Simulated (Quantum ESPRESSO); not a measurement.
# Ca under changes of volume

One of the cells (43.632 Å³/atom); the others are scaled copies at fixed shape and fractional positions:

```xyz
1
Lattice="0.0000 2.7942 2.7942 2.7942 0.0000 2.7942 2.7942 2.7942 0.0000" Properties=species:S:1:pos:R:3 pbc="T T T"
Ca    0.0000    0.0000    0.0000
```

- Program: Quantum ESPRESSO 7.5
- Functional: rev-vdW-DF2
- Potentials or basis: PseudoDojo 0.4.1 SR PBE standard
- Cutoff: 925 eV
- Density cutoff: 3701 eV
- k mesh: 8 × 8 × 8
- Occupations: fermi-dirac, width 0.05 eV
- Spin: no spin polarisation

| volume (Å³/atom) | energy over the lowest point (meV/atom) | pressure (GPa) |
| --- | --- | --- |
| 41.014 | 0.00 | -0.2 |
| 41.886 | 2.06 | -0.6 |
| 42.759 | 5.93 | -0.9 |
| 43.632 | 11.44 | -1.2 |
| 44.504 | 18.43 | -1.4 |
| 45.377 | ? | ? |
| 46.250 | 36.26 | -1.9 |

Task: What does the run at 45.377 Å³/atom give?

Result: Energy over the lowest point 26.75 meV/atom; pressure -1.6 GPa.

Worked out: A Birch-Murnaghan fit of order 3 (a polynomial in V^(-2/3)) to the other rows has its minimum at 40.56 Å³/atom, just outside them, with B0 = V·E''(V) = 18.2 GPa and B' = 3.9. It gives 26.74 meV/atom at 45.377 Å³/atom, against the run's 26.75, and -dE/dV = -1.6 GPa, against -1.6.

Energies are extrapolated to zero smearing.

Caveats: the potentials were made for another functional, which shifts forces and pressure.
